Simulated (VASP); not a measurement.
Tl, 2 atoms in the cell. It takes space group P6_3/mmc (No. 194, hexagonal). Conventional cell: a = 3.362 Å, b = 3.362 Å, c = 5.564 Å, α = 90.00°, β = 90.00°, γ = 120.00°. Tl (site symmetry -6m2) has 12 Tl at 3.36 to 3.39 Å as nearest neighbours. 

* Program: VASP 6.6.1
* Task: single point
* Functional: LDA
* Potentials or basis: VASP PAW LDA potentials, release 64 (Tl_d)
* Cutoff: 520 eV
* k mesh: 7 × 7 × 4
* Occupations: fermi-dirac, width 0.02 eV
* Spin: no spin polarisation
* Dipole correction: no
* Further INCAR settings: ALGO = Normal; EDIFF = 1e-06; NBANDS = 20

Potentials or basis: VASP PAW LDA potentials, release 64 (Tl_d).

Run with:

```bash
$ cat potpaw_LDA.64/Tl_d/POTCAR > POTCAR
$ mpirun -np 1 vasp_std > vasp.out
```

Hardware: 1 thread of Intel(R) Xeon(R) Platinum 8559C (Emerald Rapids), on a shared host.

How long does it take, and how much memory?

Wall time 14 s on 1 thread of Intel(R) Xeon(R) Platinum 8559C (Emerald Rapids), on a shared host, peak memory 0.15 GiB. Counts: scf iterations 10, k points 24.
